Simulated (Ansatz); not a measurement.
Geometry optimisation in Ansatz: input, command and trajectory.

```yaml
crystal:
  lattice:
    - [2.1073289514, -1.21665078, -0.0118081089]
    - [2.1073289514, 1.21665078, -0.0118081089]
    - [-1.3863910269, 0.0, 3.158359046]
  atoms:
    - { symbol: C, position: [0.8334118104, 0.8334118104, 0.0002428965] }
    - { symbol: C, position: [0.1665881896, 0.1665881896, 0.9997571035] }
basis:
  ecutwfc: 420
kpoints:
  mp_grid: { grid: [14, 14, 8] }
hamiltonian:
  xc: pbe
  dispersion: d3bj
scf:
  occupations: { method: gaussian, width: 0.02 }
output:
  forces: true
  stress: true
  eigenvalues: true
  write_density: true
  write_potential: true
  elf: true
  volumetric_format: npy
relax:
  adjacent_minimum: "off"
  f_tol: 0.01
  max_steps: 30
  cell: { stress_tol: 0.1, fix: [volume] }
```

```bash
ansatz run input.yaml --threads 1 --pin off --max-ram 2560MiB --backend cpu --events-out ev --progress --plain --runs-dir out
```

Computed with Ansatz, DFT PBE+D3(BJ), scalar-relativistic, plane waves, PAW.

The volume is held at 0.91 times that of the relaxed cell.

Of 6 frames 5 are shown, positions in Å and forces in eV/Å; the SCF threshold varies from step to step. Steps run on the plane waves of an earlier cell, with a Pulay correction in the pressure. The basis is chosen afresh for the last frame, the zero of the energies, and at times for earlier ones too; energy and pressure step there, also at an unchanged geometry.

```xyz
2
Lattice="2.1073 -1.2167 -0.0118 2.1073 1.2167 -0.0118 -1.3864 0.0000 3.1584" Properties=species:S:1:pos:R:3:forces:R:3 pbc="T T T" step=1 free_energy_over_end_meV_per_atom=7.26 pressure_GPa=13.91
C     3.5122    0.0000   -0.0189   -0.0004    0.0000    0.0021
C    -0.6839    0.0000    3.1537    0.0004    0.0000   -0.0021
2
Lattice="2.1224 -1.2253 -0.0120 2.1224 1.2253 -0.0120 -1.3968 0.0000 3.1140" Properties=species:S:1:pos:R:3:forces:R:3 pbc="T T T" step=2 free_energy_over_end_meV_per_atom=0.38 pressure_GPa=7.02
C     3.5373    0.0000   -0.0193   -0.0024    0.0000    0.0099
C    -0.6894    0.0000    3.1093    0.0024    0.0000   -0.0099
2
Lattice="2.1267 -1.2278 -0.0123 2.1267 1.2278 -0.0123 -1.4002 0.0000 3.1016" Properties=species:S:1:pos:R:3:forces:R:3 pbc="T T T" step=3 free_energy_over_end_meV_per_atom=0.01 pressure_GPa=5.10
C     3.5445    0.0000   -0.0193   -0.0019    0.0000   -0.0017
C    -0.6912    0.0000    3.0963    0.0019    0.0000    0.0017
2
Lattice="2.1267 -1.2278 -0.0123 2.1267 1.2278 -0.0123 -1.4002 0.0000 3.1016" Properties=species:S:1:pos:R:3:forces:R:3 pbc="T T T" step=4 free_energy_over_end_meV_per_atom=0.00 pressure_GPa=5.09
C     3.5445    0.0000   -0.0193   -0.0019    0.0000   -0.0018
C    -0.6912    0.0000    3.0963    0.0019    0.0000    0.0018
2
Lattice="2.1270 -1.2279 -0.0125 2.1270 1.2279 -0.0125 -1.4006 0.0000 3.1009" Properties=species:S:1:pos:R:3:forces:R:3 pbc="T T T" step=6 free_energy_over_end_meV_per_atom=0.00 pressure_GPa=4.98
C     3.5450    0.0000   -0.0197   -0.0009    0.0000    0.0005
C    -0.6916    0.0000    3.0957    0.0009    0.0000   -0.0005
```

The run took 25 s on 1 thread of Arm Neoverse V2, on a shared host, peak memory 0.35 GiB.